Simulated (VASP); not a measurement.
# V: single point with PBE

The system is V.

```
V
1.0
     1.51189   -4.79601    0.00000
     1.51189    4.79601    0.00000
     0.00000    0.00000    4.00124
V
4
Direct
  0.09800 0.90200 0.91000
  0.59800 0.40200 0.59000
  0.90200 0.09800 0.09000
  0.40200 0.59800 0.41000
```

The cell was built by a generator and needn't be a form met in nature.

- Program: VASP 6.6.1
- Task: single point
- Functional: PBE
- Potentials or basis: VASP PAW PBE potentials, release 64 (V_sv)
- Cutoff: 520 eV
- k mesh: 6 × 6 × 4
- Occupations: gaussian, width 0.1 eV
- Spin: collinear spin, typed start
- Starting moments: [2.0, 2.0, 2.0, 2.0] μB

```json
{
  "Pressure": "32.1 GPa",
  "Largest force": "6.902 eV/Å",
  "Band gap on the k mesh": "none (metal or under the smearing width)",
  "Net moment": "0.94 μB per cell",
  "Site moments": "V +0.24 μB",
  "Valence electrons inside the program's atomic spheres": "V 12.27"
}
```

Forces on the atoms (eV/Å):
```
V    0.000 -4.480  5.250
V    0.000 -4.480 -5.250
V    0.000  4.480 -5.250
V    0.000  4.480  5.250
```

Stress tensor (GPa, compression positive):
```
34.02  0.00  0.00
 0.00 26.64  0.00
 0.00  0.00 35.69
```

Levels at points of the mesh, in eV from the Fermi level:
Spin up:
| k point | band 22 | band 23 | band 24 | band 25 | band 26 | band 27 | band 28 | band 29 | band 30 | band 31 |
| --- | --- | --- | --- | --- | --- | --- | --- | --- | --- | --- |
| (0.00, 0.00, 0.00) | -2.55 | -2.16 | -1.09 | -0.90 | 0.00 | 0.46 | 0.70 | 1.13 | 1.48 | 1.62 |
| (0.50, 0.00, 0.00) | -2.27 | -0.47 | -0.47 | -0.21 | -0.21 | 0.67 | 0.67 | 0.94 | 0.94 | 1.52 |
| (0.50, 0.50, 0.00) | -2.67 | -2.15 | -2.13 | -1.07 | -0.09 | 0.28 | 0.36 | 0.82 | 1.00 | 1.47 |
| (0.00, 0.00, 0.50) | -2.11 | -1.39 | -1.39 | -1.15 | -1.15 | -1.15 | -1.15 | -0.06 | -0.06 | 2.82 |
| (0.50, 0.00, 0.50) | -1.30 | -0.91 | -0.91 | 0.21 | 0.21 | 0.21 | 0.21 | 1.02 | 1.02 | 1.47 |
| (0.50, 0.50, 0.50) | -2.65 | -1.45 | -1.45 | -1.16 | -1.16 | -1.16 | -1.16 | 0.50 | 0.50 | 2.59 |
Spin down:
```
           k point  band 23  band 24  band 25  band 26  band 27  band 28
(0.00, 0.00, 0.00)    -1.97    -0.95    -0.73     0.23     0.66     0.85
(0.50, 0.00, 0.00)    -0.23    -0.23     0.02     0.02     0.84     0.84
(0.50, 0.50, 0.00)    -1.95    -1.93    -0.89     0.13     0.50     0.55
(0.00, 0.00, 0.50)    -1.16    -1.16    -0.98    -0.98    -0.90    -0.90
(0.50, 0.00, 0.50)    -0.72    -0.72     0.40     0.40     0.42     0.42
(0.50, 0.50, 0.50)    -1.23    -1.23    -0.98    -0.98    -0.91    -0.91
```

It took 2.8 min on 1 thread of Intel(R) Xeon(R) Platinum 8488C (Sapphire Rapids), with other jobs on the host, peak memory 0.31 GiB.

Caveat: the k mesh is coarse (spacing up to 0.39 Å⁻¹), so the values aren't converged; a pressure of tens of GPa on the cell as given is suspect, and the run, the potentials or the cell itself is likely at fault; forces of over 1 eV/Å show positions far from the minimum, so gaps and moduli don't describe the material at rest.
